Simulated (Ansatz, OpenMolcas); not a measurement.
Calibrating B3LYP/6-31G* (spherical functions) on fluorocarbon molecules

The atomisation enthalpy at 298 K in kJ/mol of 8 fluorocarbon molecules: x at B3LYP/6-31G* (spherical functions), y from tabulated heats of molecules and atoms (Active Thermochemical Tables, CRC Handbook of Chemistry and Physics). Shapes, held fixed at every level: PBE0-D4/def2-TZVP. Flexible molecules stand in one conformer, not always the lowest. Computed values hold a harmonic thermal term (PBE0-D4/def2-TZVP) and the atoms' spin-orbit lowering. Programs: OpenMolcas 26.06.

| molecule | x (kJ/mol) | y (kJ/mol) |
| --- | --- | --- |
| CH2F2 (difluoromethane) | 1758 | 1763 |
| CHF3 (trifluoromethane) | 1874 | 1869 |
| CF4 (tetrafluoromethane) | 1986 | 1968 |
| C2H2F2 (vinylidene fluoride) | 2383 | ? |
| C2H4F2 (1,2-difluoroethane) | 2905 | 2915 |
| C2H4F2 (1,1-difluoroethane) | 2968 | 2965 |
| C2H3F3 (1,1,2-trifluoroethane) | 2992 | 3057 |
| C2H3F3 (1,1,1-trifluoroethane) | 3087 | 3070 |

Task: Fit y = c + s·x to the known rows and predict y for C2H2F2.

Result: 
1. Means of the 7 rows: x = 2510.00, y = 2515.3.
2. Σ(Δx)² = 2175618, Σ(Δx·Δy) = 2208567, so the slope is 2208567/2175618 = 1.0151.
3. Intercept: 2515.3 − (1.0151) × 2510.00 = -32.6. The largest residual of the fit is 52.
4. C2H2F2: -32.6 + 1.0151 × 2383 = 2386 kJ/mol.

The tabulated heats give 2361 kJ/mol, so the prediction is off by +25 kJ/mol, within the largest residual. Uncorrected, B3LYP/6-31G* (spherical functions) misses C2H2F2 by +22 kJ/mol, and the other rows by 18 on average. With references in doubt, neither the misses nor the line can be laid on the level alone. Left out in turn, the other rows are missed by 25 kJ/mol on average, worse than no correction. The heats of C2H3F3 (1,1,1-trifluoroethane) come from older tables and can be uncertain by 10 kJ/mol or more. The tabulated values of C2H2F2, C2H3F3 (1,1,2-trifluoroethane) are in doubt (older tables, estimates, or at odds with other calculations) and kept here.

In the fluoromethanes, atomisation enthalpy rises as fluorine replaces hydrogen, because the polar C–F bond is stronger than C–H. The calculation exaggerates this rise, passing from slight underbinding in CH2F2 to overbinding in CF4, possibly through partly cancelling errors of functional and small basis. The error thus follows the fluorination pattern rather than the total atomisation enthalpy, which a single line in x cannot capture.

Both methods of comparison favour 1,1- over 1,2-difluoroethane, as expected from geminal stabilisation, in which fluorine lone pairs donate into the neighbouring C–F antibonding orbital. The same effect should clearly favour 1,1,1- over 1,1,2-trifluoroethane. The calculation shows this, whereas the tabulated values nearly coincide, which suggests that the 1,1,2 reference overstates the binding. That row alone lifts the slope appreciably above one, so the upward correction for vinylidene fluoride probably reflects a reference problem rather than a systematic deficiency in B3LYP. The fit also contains no other alkene to test whether errors for saturated fluorocarbons carry over to a C=C bond.
